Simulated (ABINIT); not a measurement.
**Pt in ABINIT: convergence with k mesh**

Pt:

```
Pt
1.0
    -1.58422    1.58422    1.58422
     1.58422   -1.58422    1.58422
     1.58422    1.58422   -1.58422
Pt
1
Direct
  0.00000 0.00000 0.00000
```

This isn't the form of Pt at room conditions, which is fcc.

```yaml
Program: ABINIT 10.8.3 (patched build)
Task: single point
Functional: PBEsol
Potentials_or_basis: JTH PAW PBE v2.0
Cutoff: 435 eV
k_mesh: 2 × 2 × 2
Occupations: gaussian, width 0.1 eV
Spin: no spin polarisation
```

These are the settings of the first run; the series varies k mesh, with any setting tied to it.

Hardware: 1 thread of Arm Neoverse V2 (shared host).

```csv
k mesh,"energy less the tightest run, at zero smearing (meV/atom)",pressure (GPa),SCF cycles,CPU time (s),peak memory (GiB)
2 × 2 × 2,3786.62,18.31,18,5.6,0.08
4 × 4 × 4,-256.82,-13.77,18,6,0.08
5 × 5 × 5,157.57,-7.81,19,6.6,0.08
7 × 7 × 7,-29.11,-10.90,21,8.3,0.08
9 × 9 × 9,-8.34,-10.43,24,11,0.09
11 × 11 × 11,30.98,-9.67,27,15,0.09
13 × 13 × 13,12.46,-9.92,41,27,0.09
15 × 15 × 15,-4.26,-10.08,32,27,0.1
18 × 18 × 18,0.00,-10.01,28,35,0.11
```

Against the tightest run, the pressure stays within 0.1 GPa from 13 × 13 × 13 on. Not settled before the last step: the energy (to 1 meV/atom). Meshes of other sizes hit other points, so gaps and Fermi surfaces needn't settle smoothly. The tightest run that finished is the yardstick and may itself not be fully converged.

Caveat, for the tightest run too: the PAW data sets were made with another functional, which shifts forces and pressure a little. Spin-orbit coupling is left out, which matters for the levels of Pt.
